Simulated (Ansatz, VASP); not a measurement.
# Two plane-wave programs on GaP

```
Ga P
1.0
     0.00000    2.72540    2.72540
     2.72540    0.00000    2.72540
     2.72540    2.72540    0.00000
Ga P
1 1
Direct
  0.00000 0.00000 0.00000
  0.25000 0.25000 0.25000
```

Alike in both runs: task single point; functional PBE; k mesh 8 × 8 × 8; no spin polarisation.

|  | VASP | Ansatz |
| --- | --- | --- |
| version | VASP 6.6.1 | Ansatz 0.2.0 |
| potentials or method | VASP PAW PBE potentials, release 64 (Ga_d, P) | plane waves, PAW |
| plane-wave cutoff (eV) | 520 | 420 |
| occupations | gaussian, width 0.01 eV | fixed |
| valence electrons in the cell | 18 | 18 |

|  | VASP | Ansatz | Ansatz less VASP |
| --- | --- | --- | --- |
| gap on the k mesh at the Fermi level (eV) | 1.64 | 1.64 | 0.000 |

A k mesh can miss the band edges. PBE gaps usually lie below the measured ones, often by a third to a half.
